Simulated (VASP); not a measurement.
Bi: relaxation of cell and atoms with PBEsol

Crystal: Bi.

```
CELL_PARAMETERS angstrom
-1.99180 1.99180 1.99180
1.99180 -1.99180 1.99180
1.99180 1.99180 -1.99180
ATOMIC_POSITIONS crystal
Bi 0.00000 0.00000 0.00000
```

This isn't the form of Bi at room conditions, which is rhombohedral.

| Quantity | Value |
| --- | --- |
| Program | VASP 6.6.1 |
| Task | relaxation of cell and atoms |
| Functional | PBEsol |
| Potentials or basis | VASP PAW PBE potentials, release 64 (Bi_d) |
| Cutoff | 600 eV |
| k mesh | 16 × 16 × 16 |
| Occupations | gaussian, width 0.1 eV |
| Spin | no spin polarisation |
| Dipole correction | no |
| Further INCAR settings | ALGO = Fast; EDIFF = 1e-06; IBRION = 2; EDIFFG = -0.005; NSW = 70; ISIF = 3 |

```json
{"Relaxed volume": "29.96 Å³/atom", "Relaxed cell": "a = 3.389 Å, b = 3.389 Å, c = 3.389 Å, α = 109.47°, β = 109.47°, γ = 109.47°", "Space group after relaxing (to 0.05 Å)": "Im-3m (No. 229)", "Energy gained by relaxing": "15.0 meV/atom", "Ionic steps": "3", "Pressure after relaxing": "0.0 GPa", "Band gap on the k mesh": "none (metal or under the smearing width)"}
```

Step by step:
```tsv
step	energy change (eV)	largest force (eV/Å)	pressure (GPa)	volume (Å³)
1	0.0000	0.0000	-2.73	31.61
2	-0.0113	0.0000	1.61	29.20
3	-0.0150	0.0000	-0.01	29.96
```

Final structure:
```yaml
crystal:
  lattice:
    - [-1.95648, 1.95648, 1.95648]
    - [1.95648, -1.95648, 1.95648]
    - [1.95648, 1.95648, -1.95648]
  atoms:
    - { symbol: Bi, position: [0.00000, 0.00000, 0.00000] }
```

Levels at points of the mesh, in eV from the Fermi level:
| k point | band 4 | band 5 | band 6 | band 7 | band 8 | band 9 | band 10 | band 11 |
| --- | --- | --- | --- | --- | --- | --- | --- | --- |
| (0.00, 0.00, 0.00) | -22.82 | -22.82 | -13.79 | 5.41 | 5.41 | 5.41 | 9.62 | 10.50 |
| (0.50, 0.00, 0.00) | -22.83 | -22.72 | -10.52 | -5.29 | 1.67 | 3.57 | 6.11 | 7.69 |
| (0.50, 0.50, 0.50) | -22.75 | -22.75 | -8.24 | -1.87 | -1.87 | -1.87 | 3.50 | 3.50 |

Wall time 2.9 min on 1 thread of Intel(R) Xeon(R) Platinum 8259CL CPU @ 2.50GHz (Skylake/Cascade Lake), on a shared host, peak memory 0.2 GiB.

Caveat: the PAW data sets were made with another functional, which shifts forces and pressure a little; spin-orbit coupling is left out, which moves the levels of the heavy elements.
